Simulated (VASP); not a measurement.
# NaF (Villiaumite) (Fm-3m) in VASP: further runs

Runs on NaF (Villiaumite). Level: LDA. Tasks: phonons, dielectric tensor.

Program: VASP 6.6.1. These are calculated values, not measurements. Logs are shortened: lines on timing, memory, paths and dates and some standing lists are left out, and cuts for length are marked.

**1. Starting point**

The structure is cubic, space group Fm-3m (No. 225). Conventional cell: a = 4.498 Å, b = 4.498 Å, c = 4.498 Å, α = 90.00°, β = 90.00°, γ = 90.00°. Na (site symmetry m-3m) has 6 F at 2.25 Å as nearest neighbours. F (site symmetry m-3m) is surrounded by 6 Na at 2.25 Å.

**2. Phonons, LDA**

Contents of POSCAR:

```
NaF
1.0
    0.0000000000      2.2490856905      2.2490856905
    2.2490856905      0.0000000000      2.2490856905
    2.2490856905      2.2490856905      0.0000000000
  Na              F
     1     1
Direct
     0.0000000000000000    0.0000000000000000    0.0000000000000000
     0.5000000000000000    0.5000000000000000    0.5000000000000000
```

Contents of INCAR.step1:

```
PREC = Accurate ; ENCUT = 600
EDIFF = 1E-8 ; ISMEAR = 0
SIGMA = 0.03 ; LREAL = F
LASPH = T ; NELM = 80
ALGO = Normal ; ISIF = 3
LWAVE = F ; LCHARG = F
GGA = CA ; IBRION = 2
NSW = 40 ; EDIFFG = -0.002
```

Contents of INCAR.step2:

```
PREC = Accurate ; ENCUT = 600
EDIFF = 1E-8 ; ISMEAR = 0
SIGMA = 0.03 ; LREAL = F
LASPH = T ; NELM = 80
ALGO = Normal ; ISIF = 2
LWAVE = F ; LCHARG = F
GGA = CA ; IBRION = 6
NFREE = 2 ; POTIM = 0.015
NSW = 1
```

Contents of KPOINTS:

```
regular mesh
0
Gamma
  10 10 10
```

Potentials or basis: VASP PAW LDA potentials, release 64 (Na_pv, F).

Command:

```sh
cat potpaw_LDA.64/Na_pv/POTCAR potpaw_LDA.64/F/POTCAR > POTCAR
cp INCAR.step1 INCAR
mpirun -np 1 vasp_std > vasp.out
cp CONTCAR POSCAR
cp INCAR.step2 INCAR
mpirun -np 1 vasp_std > vasp.out
```

OUTCAR:

```text
PREC = Accurate
   ENCUT = 600
   EDIFF = 1E-8
   ISMEAR = 0
   LREAL = F
   LASPH = T
   NELM = 80
   ISIF = 2
   GGA = CA
   IBRION = 6
   NFREE = 2
   POTIM = 0.015
   NSW = 1

 ion  position               nearest neighbor table
   1  0.000  0.000  0.000-   2 2.25   2 2.25   2 2.25   2 2.25   2 2.25   2 2.25
   2  0.500  0.500  0.500-   1 2.25   1 2.25   1 2.25   1 2.25   1 2.25   1 2.25

  LATTYP: Found a face centered cubic cell.
 ALAT       =     4.4989905743

  Lattice vectors:

 A1 = (   0.0000000000,   2.2494952872,   2.2494952872)
 A2 = (   2.2494952872,   0.0000000000,   2.2494952872)
 A3 = (   2.2494952872,   2.2494952872,   0.0000000000)

Analysis of symmetry for initial positions (statically):
=====================================================================
 Subroutine PRICEL returns:
 Original cell was already a primitive cell.

 Routine SETGRP: Setting up the symmetry group for a
 face centered cubic supercell.

 Subroutine GETGRP returns: Found 48 space group operations
 (whereof 48 operations were pure point group operations)
 out of a pool of 48 trial point group operations.

The static configuration has the point symmetry O_h .

Analysis of symmetry for dynamics (positions and initial velocities):
=====================================================================
 Subroutine PRICEL returns:
 Original cell was already a primitive cell.

 Routine SETGRP: Setting up the symmetry group for a
 face centered cubic supercell.

 Subroutine GETGRP returns: Found 48 space group operations
 (whereof 48 operations were pure point group operations)
 out of a pool of 48 trial point group operations.

The dynamic configuration has the point symmetry O_h .

 Subroutine INISYM returns: Found 48 space group operations
 (whereof 48 operations are pure point group operations),
 and found     1 'primitive' translations

----------------------------------------------------------------------------------------

                                     Primitive cell

  volume of cell :      22.7659

  direct lattice vectors                    reciprocal lattice vectors
     0.000000000  2.249495287  2.249495287    -0.222272082  0.222272082  0.222272082
[... 282 lines left out ...]

 Free energy of the ion-electron system (eV)
  ---------------------------------------------------
  ext. energy  EPLUGINS =         0.00000000
  ---------------------------------------------------
  free energy    TOTEN  =        -9.33398776 eV

  energy without entropy =       -9.33398776  energy(sigma->0) =       -9.33398776

 E-fermi :  -1.9099     XC(G=0): -10.3967

 val. band max:       -2.1020002748   @ k =   0.0000   0.0000   0.0000
 cond. band min:       4.3504209101   @ k =   0.0000   0.0000   0.0000
 fundamental gap:      6.4524211848
 Fermi energy:        -1.9099368165

 k-point     1 :       0.0000    0.0000    0.0000
  band No.  band energies     occupation
      1     -21.0302      2.00000
      2     -20.6139      2.00000
      3     -20.6139      2.00000
      4     -20.6132      2.00000
      5      -2.1020      2.00000
      6      -2.1020      2.00000
      7      -2.1020      2.00000
      8       4.3504      0.00000
      9      17.0475      0.00000
     10      17.0479      0.00000
     11      17.0479      0.00000
[... 309 lines left out ...]
 k-point    24 :       0.4000    0.3000    0.0000
  band No.  band energies     occupation
      1     -21.2971      2.00000
      2     -20.6830      2.00000
      3     -20.6712      2.00000
      4     -20.1828      2.00000
      5      -3.4749      2.00000
      6      -2.5471      2.00000
      7      -2.4805      2.00000
      8       8.8170      0.00000
      9      11.6465      0.00000
     10      15.1517      0.00000
     11      18.1217      0.00000

 [... further k-points ...]

------------------------ aborting loop because EDIFF is reached ----------------------------------------

  FORCE on cell =-STRESS in cart. coord.  units (eV):
  Direction    XX          YY          ZZ          XY          YZ          ZX
  --------------------------------------------------------------------------------------
  -------------------------------------------------------------------------------------
  Total        0.0070321      0.0018234      0.0018234     -0.0000000      0.0000000      0.0000000
  in kB        0.4948916      0.1283217      0.1283217     -0.0000000      0.0000000      0.0000000
  external PRESSURE =       0.2505116 kB  Pullay stress =       0.0000000 kB
[... 17 lines left out ...]
  FREE ENERGIE OF THE ION-ELECTRON SYSTEM (eV)
  ---------------------------------------------------
  free  energy   TOTEN  =        -9.3339877630 eV

  energy  without entropy=       -9.3339877630  energy(sigma->0) =       -9.33398776

 INTERNAL STRAIN TENSORS FROM DISPLACED ATOMS
 ============================================

 INTERNAL STRAIN TENSOR FOR ION    1 for displacements in x,y,z  (eV/Angst):
          X           Y           Z          XY          YZ          ZX
  --------------------------------------------------------------------------------
  x     0.00000     0.00000     0.00000     0.00000     0.00000     0.00000
  y     0.00000     0.00000     0.00000     0.00000     0.00000     0.00000
  z     0.00000     0.00000     0.00000     0.00000     0.00000     0.00000

 INTERNAL STRAIN TENSOR FOR ION    2 for displacements in x,y,z  (eV/Angst):
          X           Y           Z          XY          YZ          ZX
  --------------------------------------------------------------------------------
  x     0.00000     0.00000     0.00000     0.00000     0.00000     0.00000
  y     0.00000     0.00000     0.00000     0.00000     0.00000     0.00000
  z     0.00000     0.00000     0.00000     0.00000     0.00000     0.00000

 Eigenvectors and eigenvalues of the dynamical matrix
 ----------------------------------------------------

   1 f  =    8.433552 THz    52.989568 2PiTHz  281.313001 cm-1    34.878351 meV
             X         Y         Z           dx          dy          dz
      0.000000  0.000000  0.000000    -0.658792   -0.132747    0.029327
      2.249495  2.249495  2.249495     0.724671    0.146022   -0.032260
[... 21 lines left out ...]
   6 f/i=    0.000220 THz     0.001384 2PiTHz    0.007348 cm-1     0.000911 meV
             X         Y         Z           dx          dy          dz
      0.000000  0.000000  0.000000     0.670317   -0.312780    0.018825
      2.249495  2.249495  2.249495     0.609379   -0.284346    0.017114

 ELASTIC MODULI CONTR FROM IONIC RELAXATION (kBar)
 Direction    XX          YY          ZZ          XY          YZ          ZX
 --------------------------------------------------------------------------------
 XX           0.0000      0.0000      0.0000      0.0000      0.0000      0.0000
 YY           0.0000      0.0000      0.0000      0.0000      0.0000      0.0000
 ZZ           0.0000      0.0000      0.0000      0.0000      0.0000      0.0000
 XY           0.0000      0.0000      0.0000      0.0000      0.0000      0.0000
 YZ           0.0000      0.0000      0.0000      0.0000      0.0000      0.0000
 ZX           0.0000      0.0000      0.0000      0.0000      0.0000      0.0000
 --------------------------------------------------------------------------------
```

Run time: 2.5 min. Hardware: 1 thread of Intel Xeon Platinum 8375C at 2.90GHz (Ice Lake), shared host; peak memory 0.17 GiB.

What came out:

* Relaxed volume: 11.38 Å³/atom
* Relaxed cell: a = 3.181 Å, b = 3.181 Å, c = 3.181 Å, α = 60.00°, β = 60.00°, γ = 60.00°
* Space group after relaxing (to 0.05 Å): Fm-3m (No. 225)
* Highest phonon frequency at Γ, LO-TO splitting left out: 281 cm⁻¹

Final structure:
```
Na F
1.0
     0.00000    2.24950    2.24950
     2.24950    0.00000    2.24950
     2.24950    2.24950    0.00000
Na F
1 1
Direct
  0.00000 0.00000 0.00000
  0.50000 0.50000 0.50000
```

Phonon frequencies in cm⁻¹ (negative: imaginary):
| q point | frequencies |
| --- | --- |
| (0.000, 0.000, 0.000) | 0 0 0 281 281 281 |

**3. Dielectric tensor, LDA**

Contents of INCAR:

```
PREC = Accurate ; ENCUT = 600
EDIFF = 1E-8 ; ISMEAR = 0
SIGMA = 0.03 ; LREAL = F
LASPH = T ; NELM = 80
ALGO = Normal ; ISIF = 2
LWAVE = F ; LCHARG = F
GGA = CA ; LEPSILON = T
```

Contents of KPOINTS:

```
regular mesh
0
Monkhorst-Pack
  16 16 16
```

Contents of POSCAR:

```
NaF                                     
1.0
    0.0000000000      2.2494952872      2.2494952872
    2.2494952872      0.0000000000      2.2494952872
    2.2494952872      2.2494952872      0.0000000000
  Na              F             
     1     1
Direct
     0.0000000000000000    0.0000000000000000    1.0000000000000000
     0.5000000000000000    0.5000000000000000    0.5000000000000000
```

Potentials or basis: VASP PAW LDA potentials, release 64 (Na_pv, F).

Command:

```sh
cat potpaw_LDA.64/Na_pv/POTCAR potpaw_LDA.64/F/POTCAR > POTCAR
mpirun -np 1 vasp_std > vasp.out
```

OUTCAR:

```text
PREC = Accurate
   ENCUT = 600
   EDIFF = 1E-8
   ISMEAR = 0
   LREAL = F
   LASPH = T
   NELM = 80
   ISIF = 2
   GGA = CA
   LEPSILON = T

 ion  position               nearest neighbor table
   1  0.000  0.000  0.000-   2 2.25   2 2.25   2 2.25   2 2.25   2 2.25   2 2.25
   2  0.500  0.500  0.500-   1 2.25   1 2.25   1 2.25   1 2.25   1 2.25   1 2.25

  LATTYP: Found a face centered cubic cell.
 ALAT       =     4.4989905744

  Lattice vectors:

 A1 = (   0.0000000000,   2.2494952872,   2.2494952872)
 A2 = (   2.2494952872,   0.0000000000,   2.2494952872)
 A3 = (   2.2494952872,   2.2494952872,   0.0000000000)

Analysis of symmetry for initial positions (statically):
=====================================================================
 Subroutine PRICEL returns:
 Original cell was already a primitive cell.

 Routine SETGRP: Setting up the symmetry group for a
 face centered cubic supercell.

 Subroutine GETGRP returns: Found 48 space group operations
 (whereof 48 operations were pure point group operations)
 out of a pool of 48 trial point group operations.

The static configuration has the point symmetry O_h .

Analysis of symmetry for dynamics (positions and initial velocities):
=====================================================================
 Subroutine PRICEL returns:
 Original cell was already a primitive cell.

 Routine SETGRP: Setting up the symmetry group for a
 face centered cubic supercell.

 Subroutine GETGRP returns: Found 48 space group operations
 (whereof 48 operations were pure point group operations)
 out of a pool of 48 trial point group operations.

The dynamic configuration has the point symmetry O_h .

 Subroutine INISYM returns: Found 48 space group operations
[... 516 lines left out ...]
 ------------------------------------------------------
           1.964553     0.000000     0.000000
          -0.000000     1.964553     0.000000
          -0.000000    -0.000000     1.964553
 ------------------------------------------------------

 Free energy of the ion-electron system (eV)
  ---------------------------------------------------
  ---------------------------------------------------
  free energy    TOTEN  =        -0.06190629 eV

  energy without entropy =       -0.06190629

------------------------ aborting loop because EDIFF is reached ----------------------------------------

--------------------------------------- Ionic step        2  -------------------------------------------

------------------------ aborting loop because EDIFF is reached ----------------------------------------

--------------------------------------- Ionic step        3  -------------------------------------------

 Free energy of the ion-electron system (eV)
  ---------------------------------------------------
  ---------------------------------------------------
  free energy    TOTEN  =        -0.06190629 eV

  energy without entropy =       -0.06190629

------------------------ aborting loop because EDIFF is reached ----------------------------------------

 PIEZOELECTRIC TENSOR FIELD DIRECTION 3  (e Angst)
 -----------------------------------------------------------------------------
    -0.00008  0.00000 -0.00000           ( -0.00000  0.00000  0.00000)
     0.00000 -0.00008  0.00000           (  0.00000 -0.00000 -0.00000)
     0.00000 -0.00000 -0.00002           (  0.00000 -0.00000 -0.00001)

 PIEZOELECTRIC TENSOR FIELD DIRECTION 3  (C/m^2)
 -----------------------------------------------------------------------------
    -0.00006  0.00000 -0.00000
     0.00000 -0.00006  0.00000
     0.00000 -0.00000 -0.00002

 MACROSCOPIC STATIC DIELECTRIC TENSOR (including local field effects in DFT)
 ------------------------------------------------------
           1.918507     0.000000    -0.000000
           0.000000     1.918507     0.000000
           0.000000    -0.000000     1.918507
 ------------------------------------------------------

 PIEZOELECTRIC TENSOR (including local field effects)  for field in x, y, z        (e  Angst)
          XX          YY          ZZ          XY          YZ          ZX
  --------------------------------------------------------------------------------
  x     0.00000     0.00000     0.00000     0.00000     0.00000     0.00000
  y     0.00000     0.00000     0.00000     0.00000     0.00000     0.00000
  z     0.00000     0.00000     0.00000     0.00000     0.00000     0.00000

 PIEZOELECTRIC TENSOR (including local field effects)  for field in x, y, z        (C/m^2)
          XX          YY          ZZ          XY          YZ          ZX
  --------------------------------------------------------------------------------
  x     0.00000     0.00000     0.00000     0.00000     0.00000     0.00000
  y     0.00000     0.00000     0.00000     0.00000     0.00000     0.00000
  z     0.00000     0.00000     0.00000     0.00000     0.00000     0.00000

 BORN EFFECTIVE CHARGES (including local field effects) (in |e|, cummulative output)
 ---------------------------------------------------------------------------------
 ion    1
    1     0.99270     0.00000     0.00000
    2     0.00000     0.99270     0.00000
    3     0.00000     0.00000     0.99270
 ion    2
    1    -0.99270     0.00000     0.00000
    2     0.00000    -0.99270     0.00000
    3     0.00000     0.00000    -0.99270
```

stdout:

```text
POSCAR found type information on POSCAR NaF
 POSCAR found :  2 types and       2 ions
 scaLAPACK will be used
 LDA part: xc-table for (Slater(with rela. corr.)+CA(PZ))
 , standard interpolation
 -----------------------------------------------------------------------------
|                                                                             |
|           W    W    AA    RRRRR   N    N  II  N    N   GGGG   !!!           |
[... 38 lines left out ...]
  Direction:   1
 dielectric tensor                  component  1 :     1.919     0.011    -0.011
 Linear response to external field, progress :
  Direction:   2
 dielectric tensor                  component  2 :     0.011     1.919    -0.011
 Linear response to external field, progress :
  Direction:   3
 dielectric tensor                  component  3 :     0.014    -0.014     1.919
 Born effective charges drift removed
```

Wall time 31 min (1 thread of Intel Xeon Platinum 8375C at 2.90GHz (Ice Lake), shared host); peak memory 0.8 GiB.

Results:

```
Electronic dielectric tensor (diagonal) : 1.92
Born charges (mean of the diagonal)     : Na +0.99; F -0.99 e
```

Levels at points of the mesh, in eV from the valence-band top:
| k point | band 5 | band 6 | band 7 | band 8 | band 9 | band 10 |
| --- | --- | --- | --- | --- | --- | --- |
| (0.03, 0.03, 0.03) | -0.02 | 0.00 | 0.00 | 6.50 | 18.96 | 19.17 |

Electronic dielectric tensor:
```
1.92 0.00 0.00
0.00 1.92 0.00
0.00 0.00 1.92
```

Born effective charge tensors (e):
atom 1, Na
```
0.99 0.00 0.00
0.00 0.99 0.00
0.00 0.00 0.99
```
atom 2, F
```
-0.99  0.00  0.00
 0.00 -0.99  0.00
 0.00  0.00 -0.99
```
